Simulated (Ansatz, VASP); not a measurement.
# BeTe in VASP and in Ansatz

INCAR

```
SYSTEM = BeTe
  ALGO = Fast
  EDIFF = 1E-6
  EDIFFG = -0.01
  ENCUT = 600
  GGA = RE
  IBRION = 2
  ISIF = 3
  ISMEAR = -1
  IVDW = 12
  LASPH = .True.
  LCHARG = .False.
  LREAL = .False.
  LWAVE = .False.
  NELM = 100
  NSW = 40
  PREC = Accurate
  SIGMA = 0.05
```

File KPOINTS:

```
k-points
0
Gamma
  8 8 8
  0 0 0
```

The input POSCAR:

```
BeTe
1.0
    0.0000000000      2.7700000000      2.7700000000
    2.7700000000      0.0000000000      2.7700000000
    2.7700000000      2.7700000000      0.0000000000
Te Be
1 1
Direct
    0.7500000000      0.7500000000      0.7500000000
    0.0000000000      0.0000000000      0.0000000000
```

File input.yaml:

```yaml
crystal:
  lattice:
    - [0.0, 2.77, 2.77]
    - [2.77, 0.0, 2.77]
    - [2.77, 2.77, 0.0]
  atoms:
    - { symbol: Te, position: [0.75, 0.75, 0.75] }
    - { symbol: Be, position: [0.0, 0.0, 0.0] }
hamiltonian:
  xc: revpbe
  pseudopotentials: { kind: paw }
  dispersion: d3bj
kpoints:
  mp_grid: { grid: [8, 8, 8] }
scf:
  occupations: { method: fermi_dirac, width: 0.05 }
output:
  forces: true
  stress: true
  write_density: true
  write_potential: true
  elf: true
  volumetric_format: npy
relax:
  f_tol: 0.01
  max_steps: 40
  cell: { stress_tol: 0.05 }
```

Alike in both runs: task relaxation of cell and atoms; functional revPBE; dispersion D3(BJ); k mesh 8 × 8 × 8; occupations fermi-dirac, width 0.05 eV; no spin polarisation.

```csv
,VASP,Ansatz
version,VASP 6.6.1,Ansatz 0.2.0
potentials or method,"VASP PAW PBE potentials, release 64 (Te, Be)",Ansatz PAW
plane-wave cutoff (eV),600,420
valence electrons in the cell,8,18
```

Ansatz gave:

```
gap on the k mesh at the Fermi level, each at its own relaxed structure (eV) : 1.93
relaxed volume (Å³/atom)                                                     : 21.28
relaxed cell length with the largest relative difference (Å)                 : 3.919
```

Task: Which values does VASP return?

Result: gap on the k mesh at the Fermi level, each at its own relaxed structure (eV): 1.92; relaxed volume (Å³/atom): 21.34; relaxed cell length with the largest relative difference (Å): 3.923.

The two sets of potentials don't hold the same shells in valence.

Caveats: spin-orbit coupling is left out, which moves the levels of the heavy elements; the PAW data sets were made with another functional, which shifts forces and pressure a little (VASP); the plane-wave basis is chosen anew once the cell has moved, so the energies of steps on either side of that aren't comparable (Ansatz); the PAW data sets come from PBE, with cores solved anew for the run's functional, which leaves a small shift of forces and pressure (Ansatz). A k mesh can miss the band edges. Zero-point motion and thermal expansion aren't in these numbers.
